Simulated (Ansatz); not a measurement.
ZrC:

```
Zr C
1.0
     0.00000    2.36500    2.36500
     2.36500    0.00000    2.36500
     2.36500    2.36500    0.00000
Zr C
1 1
Direct
  0.50000 0.50000 0.50000
  0.00000 0.00000 0.00000
```

| Quantity | Value |
| --- | --- |
| Program | Ansatz 0.2.0 |
| Task | single point |
| Functional | PBE |
| Potentials or basis | Ansatz PAW |
| Cutoff | 420 eV (not typed: the program's choice for these potentials) |
| k mesh | 10 × 10 × 10 |
| Occupations | fermi-dirac, width 0.05 eV |
| Spin | no spin polarisation |

On this cell: pressure -2.9 GPa; largest force zero by symmetry; band gap on the k mesh none (metal or under the smearing width).

The same run follows on a disturbed copy (atoms moved at random, drawn with an rms of 0.05 Å):

```
CELL_PARAMETERS angstrom
0.00000 2.36500 2.36500
2.36500 0.00000 2.36500
2.36500 2.36500 0.00000
ATOMIC_POSITIONS crystal
Zr 0.49014 0.49591 0.50642
C 0.98906 0.99528 0.02158
```

**Question.** What does the disturbed cell give?

**Answer.** The energy (extrapolated to zero smearing) moves by +3.9 meV/atom; pressure -2.7 GPa; largest force 0.308 eV/Å; band gap on the k mesh none (metal or under the smearing width).

Forces in eV/Å, atoms in the order of the input:
```
Zr   0.220  0.213 -0.026
C   -0.220 -0.213  0.026
```

Stress tensor (GPa, compression positive):
```
-2.65 -0.14  0.02
-0.14 -2.66  0.02
 0.02  0.02 -2.91
```
